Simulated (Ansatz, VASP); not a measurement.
Ag: VASP beside Ansatz

```
CELL_PARAMETERS angstrom
0.00000 2.29068 2.29068
2.29068 0.00000 2.29068
2.29068 2.29068 0.00000
ATOMIC_POSITIONS crystal
Ag 0.87500 0.87500 0.87500
Ag 0.12500 0.12500 0.12500
```

Change from the starting cell: volume scaled by 0.4, norm-conserving files.

Alike in both runs: task single point; functional PBE; k mesh 12 × 12 × 12; occupations fermi-dirac, width 0.1 eV; no spin polarisation.

|  | VASP | Ansatz |
| --- | --- | --- |
| version | VASP 6.6.1 | Ansatz 0.2.0 |
| potentials or method | VASP PAW PBE potentials, release 64 (Ag) | norm-conserving pseudopotentials, scalar-relativistic |
| plane-wave cutoff (eV) | 520 | 960 |
| valence electrons in the cell | 22 | 38 |

Ansatz gave:

* pressure (GPa): 337.8

Problem. Which values does VASP return?

Solution. Pressure (GPa): 314.2.

The functional is the same, so the differences come from potentials, cutoffs and numerics. The two sets of potentials don't hold the same shells in valence.

Caveats: the cell as given lies far from equilibrium; so large a pressure means that the cell lies far from this level's equilibrium, or that cutoff or potentials fall short (VASP).
